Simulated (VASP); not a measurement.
Wanted: the native input for a VASP 6.6.1 run.

```
Task                   : relaxation of cell and atoms
Functional             : PBE
Potentials or basis    : VASP PAW PBE potentials, release 64 (Mo_sv)
Cutoff                 : 520 eV
k mesh                 : 18 × 18 × 18
Occupations            : gaussian, width 1 eV
Spin                   : no spin polarisation
Target pressure        : 22 GPa
Further INCAR settings : ALGO = Normal; EDIFF = 1e-07; IBRION = 2; EDIFFG = -0.002; NSW = 80; ISIF = 3
Target pressure        : 22 GPa
```

The structure of Mo lies in POSCAR:

```
Mo
1.0
   -1.5734150000      1.5734150000      1.5734150000
    1.5734150000     -1.5734150000      1.5734150000
    1.5734150000      1.5734150000     -1.5734150000
Mo
1
Direct
    0.0000000000      0.0000000000      0.0000000000
```

One way to write it, as run:

INCAR

```
SYSTEM = Mo
ALGO = Normal
EDIFF = 1E-7
EDIFFG = -0.002
ENCUT = 520
GGA = PE
IBRION = 2
ISIF = 3
ISMEAR = 0
LASPH = .TRUE.
LCHARG = .FALSE.
LREAL = .FALSE.
LWAVE = .FALSE.
NELM = 60
NSW = 80
PREC = Accurate
PSTRESS = 220.0
SIGMA = 1.0
```

KPOINTS

```
k-points
0
G
  18 18 18
  0 0 0
```

Potentials or basis: VASP PAW PBE potentials, release 64 (Mo_sv).

Command:

```sh
$ cat potpaw_PBE.64/Mo_sv/POTCAR > POTCAR
$ mpirun -np 1 vasp_std > vasp.out
```

Results of the run:

```yaml
Relaxed_volume: 14.77 Å³/atom
Relaxed_cell: a = 2.677 Å, b = 2.677 Å, c = 2.677 Å, α = 109.47°, β = 109.47°, γ = 109.47°
Space_group_after_relaxing_to_0.05_Å: Im-3m (No. 229)
Energy_change_on_relaxing_the_enthalpy_is_what_falls: +68.6 meV/atom
Ionic_steps: 7
Pressure_after_relaxing: 22.0 GPa
Band_gap_on_the_k_mesh: none (metal or under the smearing width)
```

Caveat: the cell is relaxed towards a set pressure, so the enthalpy falls and the energy may rise.

Wall time 45 s on 1 thread of Intel(R) Xeon(R) 6975P-C (Granite Rapids), on a shared host, peak memory 0.16 GiB.
